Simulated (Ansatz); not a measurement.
# Is this ZnS structure stable?

The structure comes from a generated guess, relaxed at this level; another structure or a mixture of phases may lie lower.

Level of theory: Ansatz, DFT PBE, scalar-relativistic, plane waves, PAW. Plane waves to 420 eV, a 4×4×8 mesh through Γ for the 8-atom cell and 0.02 eV Gaussian smearing; no spin polarisation.

```cif
data_structure
_symmetry_space_group_name_H-M 'P 1'
_symmetry_Int_Tables_number 1
_cell_length_a 6.6302
_cell_length_b 6.6302
_cell_length_c 3.8621
_cell_angle_alpha 90.000
_cell_angle_beta 90.000
_cell_angle_gamma 90.000
_cell_volume 169.78
loop_
_atom_site_label
_atom_site_type_symbol
_atom_site_fract_x
_atom_site_fract_y
_atom_site_fract_z
_atom_site_occupancy
Zn1 Zn 0.67519 0.67519 0.00000 1
Zn2 Zn 0.17519 0.82481 0.50000 1
Zn3 Zn 0.82481 0.17519 0.50000 1
Zn4 Zn 0.32481 0.32481 0.00000 1
S1 S 0.81429 0.81429 0.50000 1
S2 S 0.18571 0.18571 0.50000 1
S3 S 0.68571 0.31429 0.00000 1
S4 S 0.31429 0.68571 0.00000 1
```

The zero of energy is the elements' standard structures at the same level; no fitted shifts are applied.

Problem. These tests were run: energy against the elements; random kick, then relaxation without symmetry; phonons on a 1×1×2 q mesh; elastic tensor. What do they show?

Solution.

```tsv
test	result
energy against the elements	−0.781 eV/atom
random kick, then relaxation without symmetry	returns
phonons on a 1×1×2 q mesh	no imaginary mode on the mesh
elastic tensor	least eigenvalue 24 GPa
```

It fails none of these tests. Other phases of the system weren't compared here, so this isn't yet thermodynamic stability.

The reference form of S is held partly by dispersion forces, which this level lacks. The kick test ran on a coarse mesh. The run for the phonons used a 4×4×8 k mesh. The run for the elastic tensor used a 4×4×8 k mesh.
